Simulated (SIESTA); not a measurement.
# MgO in SIESTA: convergence with k mesh

Input of the first run (k mesh 2 × 2 × 2); the others differ in this setting and in those tied to it:

MgO.fdf

```
SystemName                      MgO
SystemLabel                     MgO
NumberOfSpecies                 2
NumberOfAtoms                   4
%block ChemicalSpeciesLabel
  1  12 Mg
  2   8 O
%endblock ChemicalSpeciesLabel

LatticeConstant                 1.0 Ang
%block LatticeVectors
     3.3077869865     0.0000000000     0.0000000000
    -1.6538934933     2.8646275606     0.0000000000
     0.0000000000     0.0000000000     4.9828816700
%endblock LatticeVectors
AtomicCoordinatesFormat         Fractional
%block AtomicCoordinatesAndAtomicSpecies
     0.6635620000     0.3496300000     0.4870640000  1  Mg
     0.3227370000     0.6737780000     0.0089120000  1  Mg
     0.6632130000     0.3311210000     0.9070510000  2  O
     0.3041830000     0.6610780000     0.4125900000  2  O
%endblock AtomicCoordinatesAndAtomicSpecies

%block kgrid.MonkhorstPack
    2   0   0  0.0
    0   2   0  0.0
    0   0   2  0.0
%endblock kgrid.MonkhorstPack
XC.Functional                   GGA
XC.Authors                      PBE
PAO.BasisSize                   DZP
PAO.EnergyShift                 0.002 Ry
Mesh.Cutoff                     800 Ry
OccupationFunction              FD
ElectronicTemperature           0.05 eV
MaxSCFIterations                120
SCF.MustConverge                false
SCF.Mixer.Method                Pulay
SCF.Mixer.Weight                0.25
SCF.Mixer.History               8
SCF.DM.Tolerance                5.0e-05
SCF.H.Tolerance                 1.0e-03 eV
WriteForces                     true
Charge.Mulliken                 end
```

Potentials or basis: PseudoDojo 0.4 standard (PBE files), DZP (energy shift 0.002 Ry).

Launch:

```sh
$ siesta MgO.fdf > MgO.out 2>&1
```

The cell isn't the ideal one: atoms moved at random, drawn with an rms of 0.05 Å.

The cell comes from a database or a generator and needn't be the stable form of this composition.

Hardware: 1 thread of Arm Neoverse V1 (shared host).

```csv
k mesh,"energy less the tightest run, at zero smearing (meV/atom)",pressure (GPa),largest force (eV/Å),gap on the mesh (eV),SCF cycles,CPU time (s),peak memory (GiB)
2 × 2 × 2,97.35,7.45,1.594,3.129,11,40,0.3
4 × 4 × 2,1.55,6.81,1.650,3.191,11,41,0.3
5 × 5 × 3,0.27,6.80,1.651,3.194,11,42,0.3
6 × 6 × 4,0.04,6.81,1.651,3.194,11,44,0.3
8 × 8 × 5,0.00,6.82,1.651,3.195,11,47,0.3
9 × 9 × 6,0.00,6.82,1.651,3.195,11,50,0.3
11 × 11 × 8,0.00,6.82,1.651,3.195,11,61,0.3
```

Against the tightest run, the energy stays within 1 meV/atom from 5 × 5 × 3 on; the pressure stays within 0.1 GPa from 4 × 4 × 2 on; the largest force stays within 0.005 eV/Å from 4 × 4 × 2 on; the gap on the mesh stays within 0.01 eV from 4 × 4 × 2 on. Meshes of other sizes hit other points, so gaps and Fermi surfaces needn't settle smoothly. The tightest run that finished is the yardstick and may itself not be fully converged.

Caveat, for the tightest run too: semicore shells carry a single zeta, which can move pressures by several GPa and volumes by a few percent; an odd mesh through Γ misses points on the zone boundary, where band edges often lie; the basis of atomic orbitals isn't converged, which shifts pressures, moduli and gaps.
